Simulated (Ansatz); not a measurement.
## A change and its effect: NaI (Fm-3m)

```
Na I
1.0
     0.00000    3.13109    3.13109
     3.13109    0.00000    3.13109
     3.13109    3.13109    0.00000
Na I
1 1
Direct
  0.00000 0.00000 0.00000
  0.50000 0.50000 0.50000
```

The conventional cell has a = 6.262 Å, b = 6.262 Å, c = 6.262 Å, α = 90.00°, β = 90.00°, γ = 90.00°. Around Na (atom 1) lie 6 I at 3.13 Å. I (atom 2) is surrounded by 6 Na at 3.13 Å.

Unless marked otherwise, the numbers come from LDA, PAW on Ansatz 0.2.0's default frozen-core files (fitted under PBE), with spin-orbit coupling. k mesh 6×6×6, fine mesh 8×8×8, fixed occupations, cutoff 420 eV. The cell was relaxed by PAW under this functional, which moved its volume by -9 % from the database entry's.

With these settings the run gives a gap of 3.261 eV on the fine mesh.

Task: The run is repeated in the same cell with hamiltonian.xc from lda to pbesol. What moves, and by how much?

Result: gap: +0.174 eV. The cell isn't relaxed anew, and its pressure at the new settings is 1.4 GPa; in its own relaxed cell the change can differ in size and sign.

Limits of these numbers: frozen-core PAW files fitted under PBE, their cores solved anew for the functional of the run; semilocal gaps are low, and what follows the gap (onsets, screening, light masses) shifts with it.
